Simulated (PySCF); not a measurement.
Isomers of C5H5N, mass 79.042 u with the commonest isotopes. Theory: PBE0/pcSseg-1 in PySCF (dipole) on a GFN2-xTB geometry, gas phase. One conformer each, none proved a minimum here; rigid rotors.

Problem. Order these by dipole moment, smallest first.
A. `[CH:1]#[C:2]/[CH:3]=[N:4]\[CH:5]=[CH2:6]` with C3–N4–C5–C6 180°
B. `CC#CC1=NC1`
C. `N#CC=C=CC`
D. `N#CC1=CCC1`
E. `c1ccncc1` (pyridine)

Solution. A (1.74 D), E (2.23 D), B (3.81 D), D (4.46 D), C (4.84 D).

Problem. Order these by out-of-plane moment Σ m c² = (Ia + Ib − Ic)/2, smallest first.
A. `CC=C=CC#N`
B. `C(C1CCC=1)#N`
C. `[CH:1]#[C:2]/[CH:3]=[N:4]\[CH:5]=[CH2:6]` with C3–N4–C5–C6 180°

Solution. C (0.00 u·Å²), B (3.18 u·Å²), A (10.47 u·Å²).

Problem. Order these by rotational constant B, largest first.
A. `c1ccncc1` (pyridine)
B. `CC#CC1=NC1`
C. `CC=C=CC#N`
D. `N#CC1=CCC1`
E. `[CH:1]#[C:2]/[CH:3]=[N:4]\[CH:5]=[CH2:6]` with C3–N4–C5–C6 180°

Solution. A (5917 MHz), D (2412 MHz), E (2109 MHz), C (1614 MHz), B (1566 MHz).

```json
{"SMILES": "N#CC1=CCC1", "point group": "Cs", "Ia (u·Å²)": "39.57", "Ib (u·Å²)": "209.55", "Ic (u·Å²)": "242.76", "κ": "-0.94", "μa (D)": "4.45", "μb (D)": "0.14", "μc (D)": "0.00"}
{"SMILES": "CC=C=CC#N", "point group": "C1", "Ia (u·Å²)": "39.72", "Ib (u·Å²)": "313.17", "Ic (u·Å²)": "331.95", "κ": "-0.98", "μa (D)": "4.53", "μb (D)": "1.65", "μc (D)": "0.38"}
{"SMILES": "C#C/C=N\\C=C", "point group": "Cs", "Ia (u·Å²)": "47.26", "Ib (u·Å²)": "239.67", "Ic (u·Å²)": "286.93", "κ": "-0.92", "μa (D)": "1.01", "μb (D)": "1.42", "μc (D)": "0.00"}
{"SMILES": "c1ccncc1", "point group": "C2v", "Ia (u·Å²)": "82.55", "Ib (u·Å²)": "85.41", "Ic (u·Å²)": "167.96", "κ": "0.87", "μa (D)": "2.23", "μb (D)": "0.00", "μc (D)": "0.00"}
{"SMILES": "CC#CC1=NC1", "point group": "near Cs", "Ia (u·Å²)": "22.10", "Ib (u·Å²)": "322.76", "Ic (u·Å²)": "338.31", "κ": "-0.99", "μa (D)": "3.39", "μb (D)": "1.74", "μc (D)": "0.01"}
```
